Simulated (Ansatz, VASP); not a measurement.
## SnO: VASP beside Ansatz

```
CELL_PARAMETERS angstrom
3.30338 0.00000 0.00000
0.00000 5.70035 0.00000
0.00000 0.00000 3.67043
ATOMIC_POSITIONS crystal
Sn 0.00000 0.23541 0.53581
Sn 0.50000 0.76459 0.03581
O 0.00000 0.88206 0.71419
O 0.50000 0.11794 0.21419
```

Alike in both runs: functional LDA; k mesh 5 × 3 × 4; no spin polarisation.

Ansatz relaxed the structure, and its values are those at the end. VASP's run is a single point on that final structure, the one shown.

|  | VASP | Ansatz |
| --- | --- | --- |
| version | VASP 6.6.1 | Ansatz 0.2.0 |
| potentials or method | VASP PAW LDA potentials, release 64 (Sn_d, O) | plane waves, PAW |
| plane-wave cutoff (eV) | 520 | 517 |
| occupations | gaussian, width 0.01 eV | fixed |
| valence electrons in the cell | 40 | 40 |

```tsv
	VASP	Ansatz	Ansatz less VASP
pressure (GPa)	0.4	0.0	-0.41
rms of the force components (eV/Å)	0.052	0.002	-0.0500
```

Caveats: the k mesh is coarse (spacing up to 0.43 Å⁻¹), so the values aren't converged. A k mesh can miss the band edges.
